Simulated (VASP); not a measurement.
# MgO (Periclase) (Fm-3m) in VASP: notebook

The runs below take MgO (Periclase) through relaxation of cell and atoms, with LDA.

Everything below comes from runs of VASP 6.6.1. Logs are shortened: lines on timing, memory, paths and dates and some standing lists are left out, and cuts for length are marked.

## (1) The crystal as given

The structure is cubic, space group Fm-3m (No. 225). Conventional cell: a = 4.004 Å, b = 4.004 Å, c = 4.004 Å, α = 90.00°, β = 90.00°, γ = 90.00°. Mg (site symmetry m-3m) is surrounded by 6 O at 2.00 Å. O (site symmetry m-3m) has 6 Mg at 2.00 Å as nearest neighbours.

## (2) Relaxation of cell and atoms, LDA, target pressure 22.6 GPa, at which the enthalpy is minimised

INCAR reads:

```
PREC     = Accurate       # precision mode
ENCUT    = 600            # plane-wave cutoff, eV
EDIFF    = 1E-7           # SCF threshold, eV
ISMEAR   = 0              # smearing method
SIGMA    = 0.03           # smearing width, eV
LREAL    = False          # projectors in reciprocal space
LASPH    = True           # aspherical terms in the spheres
NELM     = 80             # most SCF steps
ALGO     = Normal         # electronic algorithm
ISIF     = 3              # what is computed and relaxed
LWAVE    = False          # write WAVECAR
LCHARG   = False          # write CHGCAR
GGA      = CA             # functional
IBRION   = 2              # ionic algorithm
NSW      = 90             # ionic steps
EDIFFG   = -0.005         # ionic threshold
PSTRESS  = 226.0
```

KPOINTS reads:

```
Automatic mesh
0
Gamma
  12 12 12
```

POSCAR reads:

```
MgO                                     
1.0
    0.0000000000      2.0020800733      2.0020800733
    2.0020800733     -0.0000000000      2.0020800733
    2.0020800733      2.0020800733     -0.0000000000
  Mg              O             
     1     1
Direct
     1.0000000000000000    1.0000000000000000    1.0000000000000000
     0.5000000000000000    0.5000000000000000    0.5000000000000000
```

Potentials or basis: VASP PAW LDA potentials, release 64 (Mg, O).

The run is started by

```sh
> cat potpaw_LDA.64/Mg/POTCAR potpaw_LDA.64/O/POTCAR > POTCAR
> mpirun -np 1 vasp_std > vasp.out
```

OUTCAR:

```text
PREC = Accurate
   ENCUT = 600
   EDIFF = 1E-7
   ISMEAR = 0
   LREAL = False
   LASPH = True
   NELM = 80
   ISIF = 3
   GGA = CA
   IBRION = 2
   NSW = 90
   EDIFFG = -0.005
   PSTRESS = 226.0

 ion  position               nearest neighbor table
   1  0.000  0.000  0.000-   2 2.00   2 2.00   2 2.00   2 2.00   2 2.00   2 2.00
   2  0.500  0.500  0.500-   1 2.00   1 2.00   1 2.00   1 2.00   1 2.00   1 2.00

  LATTYP: Found a face centered cubic cell.
 ALAT       =     4.0041601466

  Lattice vectors:

 A1 = (   0.0000000000,   2.0020800733,   2.0020800733)
 A2 = (   2.0020800733,   0.0000000000,   2.0020800733)
 A3 = (   2.0020800733,   2.0020800733,   0.0000000000)

Analysis of symmetry for initial positions (statically):
=====================================================================
 Subroutine PRICEL returns:
 Original cell was already a primitive cell.

 Routine SETGRP: Setting up the symmetry group for a
 face centered cubic supercell.

 Subroutine GETGRP returns: Found 48 space group operations
 (whereof 48 operations were pure point group operations)
 out of a pool of 48 trial point group operations.

The static configuration has the point symmetry O_h .

Analysis of symmetry for dynamics (positions and initial velocities):
=====================================================================
 Subroutine PRICEL returns:
 Original cell was already a primitive cell.

 Routine SETGRP: Setting up the symmetry group for a
 face centered cubic supercell.

 Subroutine GETGRP returns: Found 48 space group operations
 (whereof 48 operations were pure point group operations)
 out of a pool of 48 trial point group operations.

The dynamic configuration has the point symmetry O_h .

 Subroutine INISYM returns: Found 48 space group operations
 (whereof 48 operations are pure point group operations),
 and found     1 'primitive' translations

----------------------------------------------------------------------------------------

                                     Primitive cell

  volume of cell :      16.0500

  direct lattice vectors                    reciprocal lattice vectors
     0.000000000  2.002080073  2.002080073    -0.249740261  0.249740261  0.249740261
     2.002080073  0.000000000  2.002080073     0.249740261 -0.249740261  0.249740261
     2.002080073  2.002080073  0.000000000     0.249740261  0.249740261 -0.249740261

  length of vectors
     2.831368793  2.831368793  2.831368793     0.432562821  0.432562821  0.432562821

  position of ions in fractional coordinates (direct lattice)
     0.000000000  0.000000000  0.000000000
     0.500000000  0.500000000  0.500000000

  ion indices of the primitive-cell ions
   primitive index   ion index
                 1           1
                 2           2

----------------------------------------------------------------------------------------

 KPOINTS: Automatic mesh

Automatic generation of k-mesh.
 Grid dimensions read from file:
 generate k-points for:   12   12   12

 Generating k-lattice:

  Cartesian coordinates                     Fractional coordinates (reciprocal lattice)
    -0.020811688  0.020811688  0.020811688     0.083333333  0.000000000  0.000000000
     0.020811688 -0.020811688  0.020811688     0.000000000  0.083333333  0.000000000
     0.020811688  0.020811688 -0.020811688     0.000000000  0.000000000  0.083333333

  Length of vectors
     0.036046902  0.036046902  0.036046902

  Shift w.r.t. Gamma in fractional coordinates (k-lattice)
     0.000000000  0.000000000  0.000000000

 Subroutine IBZKPT returns following result:
 ===========================================

 Found     72 irreducible k-points:

 Following reciprocal coordinates:
            Coordinates               Weight
  0.000000  0.000000  0.000000      1.000000
  0.083333  0.000000  0.000000      8.000000
  0.166667  0.000000  0.000000      8.000000
  0.250000  0.000000  0.000000      8.000000
  0.333333  0.000000  0.000000      8.000000
  0.416667  0.000000  0.000000      8.000000
[... 16 lines left out ...]
  0.500000  0.166667  0.000000     24.000000
 -0.416667  0.166667  0.000000     24.000000
 [... further k-points ...]
   k-points           NKPTS =     72   k-points in BZ     NKDIM =     72   number of bands    NBANDS=      8
   number of dos      NEDOS =    301   number of ions     NIONS =      2
   total plane-waves  NPLWV =  13824
   dimension x,y,z NGX =    24 NGY =   24 NGZ =   24
   dimension x,y,z NGXF=    48 NGYF=   48 NGZF=   48
   ions per type =               1   1
   NGX,Y,Z   is equivalent  to a cutoff of  14.09, 14.09, 14.09 a.u.
   NGXF,Y,Z  is equivalent  to a cutoff of  28.18, 28.18, 28.18 a.u.
 SYSTEM =  unknown system
   PREC   = accura    normal or accurate (medium, high low for compatibility)
   ISTART =      0    job   : 0-new  1-cont  2-samecut
   ICHARG =      2    charge: 1-file 2-atom 10-const
   ISPIN  =      1    spin polarized calculation?
   LNONCOLLINEAR =      F non collinear calculations
   LSORBIT =      F    spin-orbit coupling
   LASPH  =      T    aspherical Exc in radial PAW
   ENCUT  =  600.0 eV  44.10 Ry    6.64 a.u.   5.65  5.65  5.65*2*pi/ulx,y,z
   NELM   =     80;   NELMIN=  2; NELMDL= -5     # of ELM steps
   EDIFF  = 0.1E-06   stopping-criterion for ELM
   LREAL  =      F    real-space projection
   EDIFFG = -.5E-02   stopping-criterion for IOM
   NSW    =     90    number of steps for IOM
   IBRION =      2    ionic relax: 0-MD 1-quasi-New 2-CG
   NFREE  =      1    steps in history (QN), initial steepest desc. (CG)
   ISIF   =      3    stress and relaxation
   ISYM   =      2    0-nonsym 1-usesym 2-fastsym
   POTIM  = 0.5000    time-step for ionic-motion
   TEBEG  =    0.0;   TEEND  =   0.0 temperature during run
   PSTRESS=  226.0 pullay stress
   NELECT =       8.0000    total number of electrons
   NUPDOWN=      -1.0000    fix difference up-down
   EMIN   =  10.00;   EMAX   =-10.00  energy-range for DOS
   EFERMI =   0.00;   METHOD = LEGACY
   ISMEAR =     0;   SIGMA  =   0.03  broadening in eV -4-tet -1-fermi 0-gaus
   EFERMI_NEDOS =   21; number of points for ismear=-14 and -15
   IALGO  =     38    algorithm
   IMIX   =      4    mixing-type and parameters
     AMIX     =   0.40;   BMIX     =  1.00
     AMIX_MAG =   1.60;   BMIX_MAG =  1.00
  volume/ion in A,a.u.               =       8.02        54.16
  Fermi-wavevector in a.u.,A,eV,Ry     =   1.298016  2.452895 22.923716  1.684846
  Thomas-Fermi vector in A             =   2.429371
   LORBIT       =      0    0 simple, 1 ext, 2 COOP (PROOUT), +10 PAW based schemes
   GGA     = CA    functional components
   LHFCALC =     F    Hartree Fock is set to
   AEXX    =    0.0000 exact exchange contribution
   IVDW    =     0    specifies the selected vdW correction
   LEPSILON=     F    determine dielectric tensor
   LRPA    =     F    only Hartree local field effects (RPA)
 conjugate gradient relaxation of ions
 non-spin polarized calculation
 Gauss-broadening in eV      SIGMA  =   0.03
  energy-cutoff  :      600.00
  volume of cell :       16.05
 maximum number of plane-waves:       547
   NGX = 11   NGY = 11   NGZ = 11

--------------------------------------- Ionic step        1  -------------------------------------------

 number of electron       8.0000000 magnetization

 Free energy of the ion-electron system (eV)
  ---------------------------------------------------
  ext. energy  EPLUGINS =         0.00000000
  ---------------------------------------------------
  free energy    TOTEN  =       -13.33020425 eV

  energy without entropy =      -13.33020425  energy(sigma->0) =      -13.33020425

------------------------ aborting loop because EDIFF is reached ----------------------------------------

  FORCE on cell =-STRESS in cart. coord.  units (eV):
  Direction    XX          YY          ZZ          XY          YZ          ZX
  --------------------------------------------------------------------------------------
  -------------------------------------------------------------------------------------
  Total        2.2892880      2.2892880      2.2892880      0.0000000      0.0000000      0.0000000
  in kB      228.5265677    228.5265677    228.5265677      0.0000000      0.0000000      0.0000000
  external PRESSURE =       2.5265677 kB  Pullay stress =     226.0000000 kB
[... 61 lines left out ...]
  enthalpy is  TOTEN    =       -11.0662280729 eV   P V=        2.2681269980

--------------------------------------- Ionic step        3  -------------------------------------------

 number of electron       8.0000000 magnetization

 Free energy of the ion-electron system (eV)
  ---------------------------------------------------
  ext. energy  EPLUGINS =         0.00000000
  ---------------------------------------------------
  free energy    TOTEN  =       -13.33235785 eV

  energy without entropy =      -13.33235785  energy(sigma->0) =      -13.33235785

 E-fermi :   4.2988     XC(G=0): -12.3394

 val. band max:        4.1241936201   @ k =   0.0000   0.0000   0.0000
 cond. band min:      10.4017673886   @ k =   0.0000   0.0000   0.0000
 fundamental gap:      6.2775737685
 Fermi energy:         4.2988225503

 k-point     1 :       0.0000    0.0000    0.0000
  band No.  band energies     occupation
      1     -13.7417      2.00000
      2       4.1242      2.00000
      3       4.1242      2.00000
      4       4.1242      2.00000
      5      10.4018      0.00000
      6      20.4627      0.00000
      7      20.4627      0.00000
      8      20.4627      0.00000
[... 243 lines left out ...]
 k-point    24 :      -0.4167    0.1667    0.0000
  band No.  band energies     occupation
      1     -11.8438      2.00000
      2      -0.8266      2.00000
      3       2.1983      2.00000
      4       3.1209      2.00000
      5      14.0835      0.00000
      6      17.7907      0.00000
      7      19.7468      0.00000
      8      22.5233      0.00000

 [... further k-points ...]

------------------------ aborting loop because EDIFF is reached ----------------------------------------

  FORCE on cell =-STRESS in cart. coord.  units (eV):
  Direction    XX          YY          ZZ          XY          YZ          ZX
  --------------------------------------------------------------------------------------
  -------------------------------------------------------------------------------------
  Total        2.2662784      2.2662784      2.2662784      0.0000000      0.0000000      0.0000000
  in kB      226.0158575    226.0158575    226.0158575      0.0000000      0.0000000      0.0000000
  external PRESSURE =       0.0158575 kB  Pullay stress =     226.0000000 kB
[... 17 lines left out ...]
  FREE ENERGIE OF THE ION-ELECTRON SYSTEM (eV)
  ---------------------------------------------------
  free  energy   TOTEN  =       -13.3323578493 eV

  energy  without entropy=      -13.3323578493  energy(sigma->0) =      -13.33235785

  enthalpy is  TOTEN    =       -11.0662384547 eV   P V=        2.2661193946

 reached required accuracy - stopping structural energy minimisation
```

It took 9.5 s on 1 thread of Intel Xeon Platinum 8488C (Sapphire Rapids), shared host; peak memory 0.14 GiB.

Results:

| Property | Result |
| --- | --- |
| Free energy | -13.3324 eV |
| Relaxed volume | 8.03 Å³/atom |
| Relaxed cell | a = 2.832 Å, b = 2.832 Å, c = 2.832 Å, α = 60.00°, β = 60.00°, γ = 60.00° |
| Space group after relaxing (to 0.05 Å) | Fm-3m (No. 225) |
| Energy change on relaxing (the enthalpy is what falls) | -1.1 meV/atom |
| Ionic steps | 3 |
| Pressure after relaxing | 22.6 GPa |
| Band gap on the k mesh | 6.28 eV, direct |

Step by step:
```tsv
step	energy change (eV)	largest force (eV/Å)	pressure (GPa)	volume (Å³)
1	0.0000	0.0000	22.85	16.05
2	-0.0042	0.0000	22.36	16.08
3	-0.0022	0.0000	22.60	16.07
```

Final structure:
```
CELL_PARAMETERS angstrom
0.00000 2.00271 2.00271
2.00271 0.00000 2.00271
2.00271 2.00271 0.00000
ATOMIC_POSITIONS crystal
Mg 0.00000 0.00000 0.00000
O 0.50000 0.50000 0.50000
```

Levels at points of the mesh, in eV from the valence-band top:
```csv
k point,band 2,band 3,band 4,band 5,band 6,band 7
"(0.00, 0.00, 0.00)",0.00,0.00,0.00,6.28,16.34,16.34
"(0.50, 0.00, 0.00)",-5.42,-0.86,-0.86,8.72,14.15,17.59
"(0.50, 0.50, 0.00)",-4.81,-1.60,-1.60,8.99,11.44,14.56
```

Caveat: the cell is relaxed towards a set pressure, so the enthalpy falls and the energy may rise. A k mesh can miss the band edges.

## (3) Relaxation of cell and atoms, LDA, target pressure 4.3 GPa, at which the enthalpy is minimised

This run uses another cell than the first one, of 9.37 Å³/atom, 1.168 times its volume.

INCAR reads:

```
SYSTEM = MgO
  ALGO = Normal
  EDIFF = 1E-6
  EDIFFG = -0.01
  ENCUT = 600
  IBRION = 2
  ISIF = 3
  ISMEAR = 0
  LASPH = .True.
  LCHARG = .False.
  LREAL = .False.
  LWAVE = .False.
  NELM = 80
  NSW = 90
  PREC = Accurate
  PSTRESS = 43.0
  SIGMA = 0.03
```

KPOINTS reads:

```
k-points
0
Gamma
  12 12 12
  0 0 0
```

POSCAR reads:

```
MgO
1.0
    0.0000000000      2.1085000000      2.1085000000
    2.1085000000      0.0000000000      2.1085000000
    2.1085000000      2.1085000000      0.0000000000
Mg O
1 1
Direct
    0.0000000000      0.0000000000      0.0000000000
    0.5000000000      0.5000000000      0.5000000000
```

Potentials or basis: VASP PAW LDA potentials, release 64 (Mg, O).

The run is started by

```sh
> cat potpaw_LDA.64/Mg/POTCAR potpaw_LDA.64/O/POTCAR > POTCAR
> mpirun -np 1 vasp_std > vasp.out
```

Run time: 11 s. Hardware: 1 thread of Intel Xeon Platinum 8488C (Sapphire Rapids), shared host; peak memory 0.15 GiB.

It converged, with:

```
Free energy                                            : -13.4462 eV
Relaxed volume                                         : 8.69 Å³/atom
Relaxed cell                                           : a = 2.908 Å, b = 2.908 Å, c = 2.908 Å, α = 60.00°, β = 60.00°, γ = 60.00°
Space group after relaxing (to 0.05 Å)                 : Fm-3m (No. 225)
Energy change on relaxing (the enthalpy is what falls) : -10.7 meV/atom
Ionic steps                                            : 3
Pressure after relaxing                                : 4.3 GPa
Band gap on the k mesh                                 : 5.40 eV, direct
```

Step by step:
| step | energy change (eV) | largest force (eV/Å) | pressure (GPa) | volume (Å³) |
| --- | --- | --- | --- | --- |
| 1 | 0.0000 | 0.0000 | -8.46 | 18.75 |
| 2 | 0.0072 | 0.0000 | 11.55 | 16.79 |
| 3 | -0.0214 | 0.0000 | 4.31 | 17.38 |

Final structure:
```
CELL_PARAMETERS angstrom
0.00000 2.05594 2.05594
2.05594 0.00000 2.05594
2.05594 2.05594 0.00000
ATOMIC_POSITIONS crystal
Mg 0.00000 0.00000 0.00000
O 0.50000 0.50000 0.50000
```

Levels at points of the mesh, in eV from the valence-band top:
| k point | band 1 | band 2 | band 3 | band 4 | band 5 | band 6 | band 7 | band 8 |
| --- | --- | --- | --- | --- | --- | --- | --- | --- |
| (0.00, 0.00, 0.00) | -17.40 | 0.00 | 0.00 | 0.00 | 5.40 | 15.92 | 15.92 | 15.92 |
| (0.50, 0.00, 0.00) | -15.85 | -5.03 | -0.75 | -0.75 | 8.20 | 13.22 | 16.75 | 16.75 |
| (0.50, 0.50, 0.00) | -15.55 | -4.46 | -1.48 | -1.48 | 8.95 | 10.51 | 13.67 | 19.75 |

Caveat: the cell is relaxed towards a set pressure, so the enthalpy falls and the energy may rise. LDA usually gives volumes a few per cent too small.

## (4) Relaxation of cell and atoms, LDA, target pressure 4.3 GPa, at which the enthalpy is minimised

This run uses another cell than the first one, of 8.69 Å³/atom, 1.083 times its volume.

INCAR: that of step 3 with these lines changed.

```diff
@@ -2,4 +2,4 @@
   ALGO = Normal
-  EDIFF = 1E-6
-  EDIFFG = -0.01
+  EDIFF = 1E-7
+  EDIFFG = -0.005
   ENCUT = 600
```

KPOINTS is that of step 3.

POSCAR reads:

```
MgO                                     
1.0
    0.0000000000      2.0559405943      2.0559405943
    2.0559405943     -0.0000000000      2.0559405943
    2.0559405943      2.0559405943     -0.0000000000
  Mg              O             
     1     1
Direct
     0.0000000000000000    0.0000000000000000    0.0000000000000000
     0.5000000000000000    0.5000000000000000    0.5000000000000000
```

The run is started by

```sh
> cat potpaw_LDA.64/Mg/POTCAR potpaw_LDA.64/O/POTCAR > POTCAR
> mpirun -np 1 vasp_std > vasp.out
```

Run time: 6.3 s. Hardware: 1 thread of Intel Xeon Platinum 8488C (Sapphire Rapids), shared host; peak memory 0.13 GiB.

It converged, with:

| Item | Value |
| --- | --- |
| Free energy | -13.4423 eV |
| Pressure after relaxing | 4.4 GPa |
| Band gap on the k mesh | 5.39 eV, direct |

Final structure:
```xyz
2
Lattice="0.0000 2.0559 2.0559 2.0559 0.0000 2.0559 2.0559 2.0559 0.0000" Properties=species:S:1:pos:R:3 pbc="T T T"
Mg    0.0000    0.0000    0.0000
O     2.0559    2.0559    2.0559
```

Levels at points of the mesh, in eV from the valence-band top:
```tsv
k point	band 2	band 3	band 4	band 5	band 6	band 7
(0.00, 0.00, 0.00)	0.00	0.00	0.00	5.39	15.92	15.92
(0.50, 0.00, 0.00)	-5.03	-0.75	-0.75	8.20	13.22	16.75
(0.50, 0.50, 0.00)	-4.46	-1.48	-1.48	8.95	10.51	13.67
```

Caveat: the relaxation stopped at its first step, so nothing moved; the cell is relaxed towards a set pressure, so the enthalpy falls and the energy may rise.
